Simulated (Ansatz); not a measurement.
**HfO2: strain energy, fitted**

HfO2, P4_2/mnm, a = 4.880 Å, c = 3.238 Å. This isn't the usual stable structure of the compound. Ansatz: PBE, PAW, 420 eV, Γ-centred 6×6×8 mesh on 6 atoms, Gaussian smearing 0.02 eV; no spin polarisation. Series: shear of c along a, cell held, atoms relaxed; x is the strain in per cent (engineering shear). y is the free energy over the unstrained cell, V0 = 12.853 Å³/atom. Symmetry makes y even in x.

| x (%) | y (meV/atom) |
| --- | --- |
| 0.0 | 0.00 |
| 2.0 | 1.64 |
| 4.0 | 6.48 |
| 6.0 | 14.60 |
| 8.0 | 25.98 |
| 12.0 | ? |

Task: Fit y = c2 x² + c4 x⁴ to the other rows, turn c2 into a modulus, and predict the missing energy.

Result: Least squares on the rows shown. y = 0.40512 x² + 1.2697×10⁻⁵ x⁴. In eV per unit strain² c2 is 4.051; this is the shear stiffness (E = ½ C V0 γ²): 2 × 4.051 × 160.2 / (12.853) = 101 GPa. At x = 12.0 the fit asked for gives 58.60 meV/atom. The run gave 58.63 meV/atom, so the fit is 0.03 meV/atom too low, a small miss on the scale of the series. The form still works here, 50 % of the fitted range beyond its end.

Spin–orbit coupling is left out, which can shift energies with elements as heavy as these.